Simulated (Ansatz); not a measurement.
A run of Ansatz 0.2.0 is set up as follows.

The input input.yaml:

```yaml
crystal:
  lattice:
    - [0.0, 2.3885, 2.3885]
    - [2.3885, 0.0, 2.3885]
    - [2.3885, 2.3885, 0.0]
  atoms:
    - { symbol: As, position: [0.75, 0.75, 0.75] }
    - { symbol: B, position: [0.0, 0.0, 0.0] }
hamiltonian:
  xc: pbe
  pseudopotentials: { kind: paw }
kpoints:
  mp_grid: { grid: [10, 10, 10] }
scf:
  occupations: { method: gaussian, width: 0.017 }
output:
  forces: true
  stress: true
  eigenvalues: true
```

Potentials or basis: Ansatz PAW.

The run is started by

```bash
$ ansatz run input.yaml --threads 2 --pin off --max-ram 5632MiB --backend cpu --events-out ev --progress --plain --runs-dir out
```

(1) What does it give for the pressure?

(2) What does it give for the band gap on the k mesh?

## Answers

(1) 2.8 GPa.

(2) 1.18 eV, indirect (least direct gap 3.28 eV).
